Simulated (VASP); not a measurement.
# Si2W (P6_222) in VASP: a series of runs

The runs below take Si2W through core levels, equation of state, with PBE, PBEsol.

Everything below comes from runs of VASP 6.6.1. Logs are shortened: lines on timing, memory, paths and dates and some standing lists are left out, and cuts for length are marked.

## (1) The crystal as given

It takes space group P6_222 (No. 180, hexagonal). The conventional cell has a = 4.617 Å, b = 4.617 Å, c = 6.653 Å, α = 90.00°, β = 90.00°, γ = 120.00°. W (site symmetry 222) has 10 Si at 2.59 to 2.69 Å as nearest neighbours. Si (site symmetry 2) has 5 Si at 2.57 to 2.69 Å and 5 W at 2.59 to 2.69 Å as nearest neighbours.

Measurements of this composition are mostly on another form, of space group No. 139.

## (2) Core levels, PBE

Input file INCAR:

```
ALGO = Normal
EDIFF = 1E-6
ENCUT = 520
GGA = PE
ICORELEVEL = 1
ISIF = 2
ISMEAR = 0
LASPH = T
LCHARG = F
LREAL = F
LWAVE = F
NELM = 60
PREC = Accurate
SIGMA = 0.02
```

Input file KPOINTS:

```
k-points
0
Gamma
  5 5 3
```

Input file POSCAR:

```
Si2W
1.0
    4.6168523821      0.0000000000      0.0000000000
   -2.3084261911      3.9983114484      0.0000000000
    0.0000000000      0.0000000000      6.6532220000
W Si
3 6
Direct
    0.5000000000      0.0000000000      0.5000000000
    0.5000000000      0.5000000000      0.8333333333
    0.0000000000      0.5000000000      0.1666666667
    0.3272520000      0.1636260000      0.1666666667
    0.8363740000      0.1636260000      0.8333333333
    0.1636260000      0.3272520000      0.5000000000
    0.6727480000      0.8363740000      0.1666666667
    0.1636260000      0.8363740000      0.8333333333
    0.8363740000      0.6727480000      0.5000000000
```

Potentials or basis: VASP PAW PBE potentials, release 64 (W_sv, Si).

Started as:

```bash
$ cat potpaw_PBE.64/W_sv/POTCAR potpaw_PBE.64/Si/POTCAR > POTCAR
$ mpirun -np 1 vasp_std > vasp.out
```

OUTCAR:

```text
EDIFF = 1E-6
   ENCUT = 520
   GGA = PE
   ISIF = 2
   ISMEAR = 0
   LASPH = T
   LREAL = F
   NELM = 60
   PREC = Accurate

 ion  position               nearest neighbor table
   1  0.500  0.000  0.500-   5 2.59   8 2.59   7 2.59   4 2.59   6 2.65   9 2.65   9 2.65   6 2.65
                             6 2.69   9 2.69   3 3.20   3 3.20   2 3.20   2 3.20
   2  0.500  0.500  0.833-   6 2.59   9 2.59   7 2.59   4 2.59   8 2.65   5 2.65   8 2.65   5 2.65
                             8 2.69   5 2.69   1 3.20   1 3.20   3 3.20   3 3.20
   3  0.000  0.500  0.167-   6 2.59   9 2.59   8 2.59   5 2.59   4 2.65   7 2.65   7 2.65   4 2.65
                             7 2.69   4 2.69   1 3.20   1 3.20   2 3.20   2 3.20
   4  0.327  0.164  0.167-   6 2.57   8 2.57   1 2.59   2 2.59   7 2.62   3 2.65   3 2.65   3 2.69
                             7 2.69   7 2.69
   5  0.836  0.164  0.833-   6 2.57   7 2.57   1 2.59   3 2.59   8 2.62   2 2.65   2 2.65   2 2.69
                             8 2.69   8 2.69
   6  0.164  0.327  0.500-   5 2.57   4 2.57   2 2.59   3 2.59   9 2.62   1 2.65   1 2.65   1 2.69
                             9 2.69   9 2.69
   7  0.673  0.836  0.167-   9 2.57   5 2.57   1 2.59   2 2.59   4 2.62   3 2.65   3 2.65   3 2.69
                             4 2.69   4 2.69
   8  0.164  0.836  0.833-   9 2.57   4 2.57   1 2.59   3 2.59   5 2.62   2 2.65   2 2.65   2 2.69
                             5 2.69   5 2.69
   9  0.836  0.673  0.500-   8 2.57   7 2.57   2 2.59   3 2.59   6 2.62   1 2.65   1 2.65   1 2.69
                             6 2.69   6 2.69

  LATTYP: Found a hexagonal cell.
 ALAT       =     4.6168523821
 C/A-ratio  =     1.4410731488

  Lattice vectors:

 A1 = (   4.6168523821,   0.0000000000,   0.0000000000)
 A2 = (  -2.3084261911,   3.9983114484,   0.0000000000)
 A3 = (   0.0000000000,   0.0000000000,   6.6532220000)

Analysis of symmetry for initial positions (statically):
=====================================================================
 Subroutine PRICEL returns:
 Original cell was already a primitive cell.

 Routine SETGRP: Setting up the symmetry group for a
 hexagonal supercell.

 Subroutine GETGRP returns: Found 12 space group operations
 (whereof  4 operations were pure point group operations)
 out of a pool of 24 trial point group operations.

The static configuration has the point symmetry D_2 .
 The point group associated with its full space group is D_6 .

Analysis of symmetry for dynamics (positions and initial velocities):
=====================================================================
 Subroutine PRICEL returns:
 Original cell was already a primitive cell.

 Routine SETGRP: Setting up the symmetry group for a
 hexagonal supercell.

 Subroutine GETGRP returns: Found 12 space group operations
 (whereof  4 operations were pure point group operations)
 out of a pool of 24 trial point group operations.

The dynamic configuration has the point symmetry D_2 .
 The point group associated with its full space group is D_6 .

 Subroutine INISYM returns: Found 12 space group operations
 (whereof  4 operations are pure point group operations),
 and found     1 'primitive' translations

----------------------------------------------------------------------------------------

                                     Primitive cell

  volume of cell :     122.8159

  direct lattice vectors                    reciprocal lattice vectors
     4.616852382  0.000000000  0.000000000     0.216597785  0.125052790  0.000000000
    -2.308426191  3.998311448  0.000000000     0.000000000  0.250105579  0.000000000
     0.000000000  0.000000000  6.653222000     0.000000000  0.000000000  0.150303116

  length of vectors
     4.616852382  4.616852382  6.653222000     0.250105579  0.250105579  0.150303116

  position of ions in fractional coordinates (direct lattice)
     0.500000000  0.000000000  0.500000000
     0.500000000  0.500000000  0.833333333
     0.000000000  0.500000000  0.166666667
     0.327252000  0.163626000  0.166666667
[... 46 lines left out ...]
   GGA     = PE    functional components
   LHFCALC =     F    Hartree Fock is set to
   AEXX    =    0.0000 exact exchange contribution
   IVDW    =     0    specifies the selected vdW correction
   LEPSILON=     F    determine dielectric tensor
   LRPA    =     F    only Hartree local field effects (RPA)
 non-spin polarized calculation
 Gauss-broadening in eV      SIGMA  =   0.02
  energy-cutoff  :      520.00
  volume of cell :      122.82
 maximum number of plane-waves:      3343
 NGX is ok and might be reduce to    36
   NGX = 17   NGY = 17   NGZ = 25

 number of electron      66.0000007 magnetization

 Free energy of the ion-electron system (eV)
  ---------------------------------------------------
  ext. energy  EPLUGINS =         0.00000000
  ---------------------------------------------------
  free energy    TOTEN  =       -73.84588181 eV

  energy without entropy =      -73.84588181  energy(sigma->0) =      -73.84588181

 the core state eigenenergies are
   1-  1s -69450.9784  2s -11971.4988  2p -10465.1054  3s  -2744.1207  3p  -2298.2341
       3d  -1786.1897  4s   -552.6042  4p   -406.3936  4d   -221.2762  4f    -16.1899

   2-  1s -69450.9784  2s -11971.4988  2p -10465.1054  3s  -2744.1207  3p  -2298.2341
       3d  -1786.1897  4s   -552.6042  4p   -406.3936  4d   -221.2762  4f    -16.1899
[... 4 lines left out ...]
   4-  1s  -1769.1159  2s   -122.8751  2p    -78.9148
   5-  1s  -1769.1159  2s   -122.8751  2p    -78.9148
   6-  1s  -1769.1159  2s   -122.8751  2p    -78.9148
   7-  1s  -1769.1159  2s   -122.8751  2p    -78.9148
   8-  1s  -1769.1159  2s   -122.8751  2p    -78.9148
   9-  1s  -1769.1159  2s   -122.8751  2p    -78.9148

 E-fermi :  12.2653     XC(G=0): -12.4682

 val. band max:       12.1128904319   @ k =   0.0000   0.0000   0.3333
 cond. band min:      12.5093614665   @ k =   0.2000   0.2000   0.0000
 fundamental gap:      0.3964710346
 Fermi energy:        12.2652627751

 k-point     1 :       0.0000    0.0000    0.0000
  band No.  band energies     occupation
      1     -61.9874      2.00000
      2     -61.9756      2.00000
      3     -61.9756      2.00000
      4     -26.3505      2.00000
      5     -26.3462      2.00000
      6     -26.3462      2.00000
[... 266 lines left out ...]
     21       6.3340      2.00000
     22       7.5549      2.00000

------------------------ aborting loop because EDIFF is reached ----------------------------------------

  FORCE on cell =-STRESS in cart. coord.  units (eV):
  Direction    XX          YY          ZZ          XY          YZ          ZX
  --------------------------------------------------------------------------------------
  -------------------------------------------------------------------------------------
  Total       -0.2653788     -0.2653788     -0.5729351      0.0000000      0.0000000      0.0000000
  in kB       -3.4619612     -3.4619612     -7.4741423      0.0000000      0.0000000      0.0000000
  external PRESSURE =      -4.7993549 kB  Pullay stress =       0.0000000 kB

 VOLUME and BASIS-vectors are now :
 -----------------------------------------------------------------------------
  energy-cutoff  :      520.00
  volume of cell :      122.82
      direct lattice vectors                 reciprocal lattice vectors
     4.616852382  0.000000000  0.000000000     0.216597785  0.125052790  0.000000000
    -2.308426191  3.998311448  0.000000000     0.000000000  0.250105579  0.000000000
     0.000000000  0.000000000  6.653222000     0.000000000  0.000000000  0.150303116

 POSITION                                       TOTAL-FORCE (eV/Angst)
 -----------------------------------------------------------------------------------
      2.30843      0.00000      3.32661         0.000000      0.000000      0.000000
      1.15421      1.99916      5.54435         0.000000      0.000000     -0.000000
     -1.15421      1.99916      1.10887         0.000000      0.000000     -0.000000
      1.13316      0.65423      1.10887         0.011358      0.006558      0.000000
      3.48370      0.65423      5.54435        -0.011358      0.006558      0.000000
     -0.00000      1.30846      3.32661        -0.000000      0.013115      0.000000
      1.17527      3.34408      1.10887        -0.011358     -0.006558      0.000000
     -1.17527      3.34408      5.54435         0.011358     -0.006558     -0.000000
      2.30843      2.68986      3.32661         0.000000     -0.013115      0.000000
 -----------------------------------------------------------------------------------
    total drift:                               -0.000000     -0.000000      0.000000

  FREE ENERGIE OF THE ION-ELECTRON SYSTEM (eV)
  ---------------------------------------------------
  free  energy   TOTEN  =       -73.8458818102 eV

  energy  without entropy=      -73.8458818102  energy(sigma->0) =      -73.84588181
```

Wall time 31 s (1 thread of AMD EPYC 9R45 (Zen 5), shared host); peak memory 0.21 GiB.

Results:

```yaml
Free_energy: -73.8459 eV
Pressure: -0.5 GPa
Largest_force: 0.013 eV/Å
Band_gap_on_the_k_mesh: 0.40 eV, indirect (least direct gap 0.92 eV)
```

Forces in eV/Å, atoms in the order of the input:
```
W    0.000  0.000  0.000
W    0.000  0.000  0.000
W    0.000  0.000  0.000
Si   0.011  0.007  0.000
Si  -0.011  0.007  0.000
Si   0.000  0.013  0.000
Si  -0.011 -0.007  0.000
Si   0.011 -0.007  0.000
Si   0.000 -0.013  0.000
```

Core levels (eV, on the scale of the bands):
```
atom                                                                                                                levels
 1 W  1s -69451.0, 2s -11971.5, 2p -10465.1, 3s -2744.1, 3p -2298.2, 3d -1786.2, 4s -552.6, 4p -406.4, 4d -221.3, 4f -16.2
 2 W  1s -69451.0, 2s -11971.5, 2p -10465.1, 3s -2744.1, 3p -2298.2, 3d -1786.2, 4s -552.6, 4p -406.4, 4d -221.3, 4f -16.2
 3 W  1s -69451.0, 2s -11971.5, 2p -10465.1, 3s -2744.1, 3p -2298.2, 3d -1786.2, 4s -552.6, 4p -406.4, 4d -221.3, 4f -16.2
4 Si                                                                                       1s -1769.1, 2s -122.9, 2p -78.9
5 Si                                                                                       1s -1769.1, 2s -122.9, 2p -78.9
6 Si                                                                                       1s -1769.1, 2s -122.9, 2p -78.9
```

Caveat: spin-orbit coupling is left out, which moves the levels of the heavy elements; an odd mesh through Γ misses points on the zone boundary, where band edges often lie.

## (3) Equation of state, PBEsol, 12.79 Å³/atom (a relaxed cell with its volume scaled by 0.96)

Input file INCAR:

```
SYSTEM = Si2W
ALGO     = Normal         ! electronic algorithm
EDIFF    = 1E-7           ! SCF threshold, eV
ENCUT    = 520            ! plane-wave cutoff, eV
GGA      = PS             ! functional
ISIF     = 2              ! what is computed and relaxed
ISMEAR   = 0              ! smearing method
KPAR     = 4            
LASPH    = .TRUE.         ! aspherical terms in the spheres
LCHARG   = .FALSE.        ! write CHGCAR
LREAL    = .FALSE.        ! projectors in reciprocal space
LWAVE    = .FALSE.        ! write WAVECAR
NELM     = 100            ! most SCF steps
PREC     = Accurate       ! precision mode
SIGMA    = 0.02           ! smearing width, eV
```

Input file KPOINTS:

```
k-points
0
G
  6 6 4
  0 0 0
```

Input file POSCAR:

```
Si2W                                    
1.0
    4.5159841510      0.0000000000      0.0000000000
   -2.2579920756      3.9109569979     -0.0000000000
    0.0000000000     -0.0000000000      6.5175608252
  W               Si            
     3     6
Direct
     0.5000000000000000    0.0000000000000000    0.5000000000000000
     0.5000000000000000    0.5000000000000000    0.8333333332999970
     1.0000000000000000    0.5000000000000000    0.1666666667000030
     0.3275093768669218    0.1637546884334609    0.1666666667000030
     0.8362453115665391    0.1637546884334608    0.8333333332999970
     0.1637546884334609    0.3275093768669218    0.5000000000000000
     0.6724906231330783    0.8362453115665390    0.1666666667000030
     0.1637546884334608    0.8362453115665393    0.8333333332999970
     0.8362453115665390    0.6724906231330783    0.5000000000000000
```

Potentials or basis: VASP PAW PBE potentials, release 64 (W_sv, Si).

Started as:

```bash
$ cat potpaw_PBE.64/W_sv/POTCAR potpaw_PBE.64/Si/POTCAR > POTCAR
$ mpirun -np 4 vasp_std > vasp.out
```

Wall time 33 s (4 MPI ranks of Intel Xeon Platinum 8259CL at 2.50GHz (Skylake/Cascade Lake), shared host); peak memory 0.27 GiB.

Results (log left out):

```
Free energy            : -79.1568 eV
Pressure               : 10.5 GPa
Largest force          : 0.022 eV/Å
Band gap on the k mesh : none (metal or under the smearing width)
```

Caveat: the PAW data sets were made with another functional, which shifts forces and pressure a little.

## (4) Equation of state, PBEsol, 13.06 Å³/atom (a relaxed cell with its volume scaled by 0.98)

INCAR is that of step 3.

KPOINTS is that of step 3.

POSCAR: that of step 3 with these lines changed.

```diff
@@ -2,5 +2,5 @@
 1.0
-    4.5159841510      0.0000000000      0.0000000000
-   -2.2579920756      3.9109569979     -0.0000000000
-    0.0000000000     -0.0000000000      6.5175608252
+    4.5471298535      0.0000000000      0.0000000000
+   -2.2735649268      3.9379299674     -0.0000000000
+    0.0000000000     -0.0000000000      6.5625109410
   W               Si
```

Started as:

```bash
$ cat potpaw_PBE.64/W_sv/POTCAR potpaw_PBE.64/Si/POTCAR > POTCAR
$ mpirun -np 4 vasp_std > vasp.out
```

Wall time 36 s (4 MPI ranks of Intel Xeon Platinum 8259CL at 2.50GHz (Skylake/Cascade Lake), shared host); peak memory 0.27 GiB.

Results (log left out):

* Free energy: -79.2729 eV
* Pressure: 5.0 GPa
* Largest force: 0.009 eV/Å
* Band gap on the k mesh: none (metal or under the smearing width)

Caveat: the PAW data sets were made with another functional, which shifts forces and pressure a little.

## (5) Equation of state, PBEsol, 13.32 Å³/atom

INCAR is that of step 4.

KPOINTS is that of step 4.

POSCAR: that of step 4 with these lines changed.

```diff
@@ -2,5 +2,5 @@
 1.0
-    4.5471298535      0.0000000000      0.0000000000
-   -2.2735649268      3.9379299674     -0.0000000000
-    0.0000000000     -0.0000000000      6.5625109410
+    4.5778546359      0.0000000000      0.0000000000
+   -2.2889273180      3.9645384095     -0.0000000000
+    0.0000000000     -0.0000000000      6.6068535762
   W               Si
```

Started as:

```bash
$ cat potpaw_PBE.64/W_sv/POTCAR potpaw_PBE.64/Si/POTCAR > POTCAR
$ mpirun -np 4 vasp_std > vasp.out
```

Wall time 34 s (4 MPI ranks of Intel Xeon Platinum 8259CL at 2.50GHz (Skylake/Cascade Lake), shared host); peak memory 0.27 GiB.

Results (log left out):

```yaml
Free_energy: -79.3103 eV
Pressure: 0.0 GPa
Largest_force: 0.004 eV/Å
Band_gap_on_the_k_mesh: 0.00 eV, indirect (least direct gap 0.66 eV)
```

Caveat: the PAW data sets were made with another functional, which shifts forces and pressure a little; spin-orbit coupling is left out, which moves the levels of the heavy elements.

## (6) Equation of state, PBEsol, 13.59 Å³/atom (a relaxed cell with its volume scaled by 1.02)

INCAR is that of step 5.

KPOINTS is that of step 5.

POSCAR: that of step 5 with these lines changed.

```diff
@@ -2,5 +2,5 @@
 1.0
-    4.5778546359      0.0000000000      0.0000000000
-   -2.2889273180      3.9645384095     -0.0000000000
-    0.0000000000     -0.0000000000      6.6068535762
+    4.6081724376      0.0000000000      0.0000000000
+   -2.3040862188      3.9907943959     -0.0000000000
+    0.0000000000     -0.0000000000      6.6506088485
   W               Si
```

Potentials or basis: VASP PAW PBE potentials, release 64 (W_sv, Si).

Started as:

```bash
$ cat potpaw_PBE.64/W_sv/POTCAR potpaw_PBE.64/Si/POTCAR > POTCAR
$ mpirun -np 4 vasp_std > vasp.out
```

Wall time 33 s (4 MPI ranks of Intel Xeon Platinum 8259CL at 2.50GHz (Skylake/Cascade Lake), shared host); peak memory 0.28 GiB.

It converged, with:

* Free energy: -79.2772 eV
* Pressure: -4.4 GPa
* Largest force: 0.016 eV/Å
* Band gap on the k mesh: 0.01 eV, indirect (least direct gap 0.64 eV)

Caveat: the PAW data sets were made with another functional, which shifts forces and pressure a little; spin-orbit coupling is left out, which moves the levels of the heavy elements.

## (7) Equation of state, PBEsol, 13.86 Å³/atom (a relaxed cell with its volume scaled by 1.04)

INCAR is that of step 6.

KPOINTS is that of step 6.

POSCAR: that of step 6 with these lines changed.

```diff
@@ -2,5 +2,5 @@
 1.0
-    4.6081724376      0.0000000000      0.0000000000
-   -2.3040862188      3.9907943959     -0.0000000000
-    0.0000000000     -0.0000000000      6.6506088485
+    4.6380964737      0.0000000000      0.0000000000
+   -2.3190482369      4.0167093714     -0.0000000000
+    0.0000000000     -0.0000000000      6.6937958304
   W               Si
```

Started as:

```bash
$ cat potpaw_PBE.64/W_sv/POTCAR potpaw_PBE.64/Si/POTCAR > POTCAR
$ mpirun -np 4 vasp_std > vasp.out
```

Wall time 35 s (4 MPI ranks of Intel Xeon Platinum 8259CL at 2.50GHz (Skylake/Cascade Lake), shared host); peak memory 0.27 GiB.

Results (log left out):

- Free energy: -79.1807 eV
- Pressure: -8.5 GPa
- Largest force: 0.029 eV/Å
- Band gap on the k mesh: 0.02 eV, indirect (least direct gap 0.62 eV)

Caveat: the PAW data sets were made with another functional, which shifts forces and pressure a little; spin-orbit coupling is left out, which moves the levels of the heavy elements.

## (8) Equation of state, PBEsol

This run uses another cell than the first one, of 13.32 Å³/atom, 0.976 times its volume.

This step only gathers the single runs of the series.

What came out:

```
Equilibrium volume                        : 13.33 Å³/atom
Bulk modulus at fixed shape and positions : 235 GPa
Pressure derivative of the bulk modulus   : 4.4 (rough: it moves with the points fitted)
```

Energy against volume, from the lowest point:
| volume (Å³/atom) | energy (meV/atom) |
| --- | --- |
| 12.790 | 17.06 |
| 13.057 | 4.16 |
| 13.323 | 0.00 |
| 13.590 | 3.68 |
| 13.856 | 14.40 |

Caveat: the cell was scaled at fixed shape and fractional positions, which overstates the stiffness of a crystal with free parameters, most of all of layers and chains; the PAW data sets were made with another functional, which shifts forces and pressure a little. Spin-orbit coupling is left out, which matters for the levels of W.

## (9) For comparison

An earlier run on the cell as given: functional PBEsol; potentials or basis VASP PAW PBE potentials, release 64 (W_sv, Si); cutoff 520 eV; k mesh 7 × 7 × 4; occupations fermi-dirac, width 0.05 eV; no spin polarisation.

* Pressure: -5.3 GPa
* Largest force: 0.033 eV/Å
* Band gap on the k mesh: 0.22 eV, indirect (least direct gap 0.68 eV)

## (10) The runs side by side

| task | level | cell | k mesh | smearing | ladder | gap on the mesh (eV) | pressure (GPa) | largest force (eV/Å) |
| --- | --- | --- | --- | --- | --- | --- | --- | --- |
| core levels | PBE | P6_222, 13.65 Å³/atom | 5 × 5 × 3 | gaussian 0.02 eV | - | 0.40 | -0.5 | 0.01 |
| equation of state | PBEsol | P6_222, 13.32 Å³/atom | 6 × 6 × 4 | gaussian 0.02 eV | gaps | - | - | - |
| single point | PBEsol | P6_222, 13.65 Å³/atom | 7 × 7 × 4 | fermi-dirac 0.05 eV | free | 0.22 | -5.3 | 0.03 |

Alike in all rows: potentials or basis VASP PAW PBE potentials, release 64 (W_sv, Si); no spin polarisation; cutoff (eV) 520.

Caveats: spin-orbit coupling is left out, which moves the levels of the heavy elements (some runs); an odd mesh through Γ misses points on the zone boundary, where band edges often lie (some runs); the PAW data sets were made with another functional, which shifts forces and pressure a little (some runs); the cell was scaled at fixed shape and fractional positions, which overstates the stiffness of a crystal with free parameters, most of all of layers and chains (some runs).

Absolute energies hang on the potentials; compare differences alone.
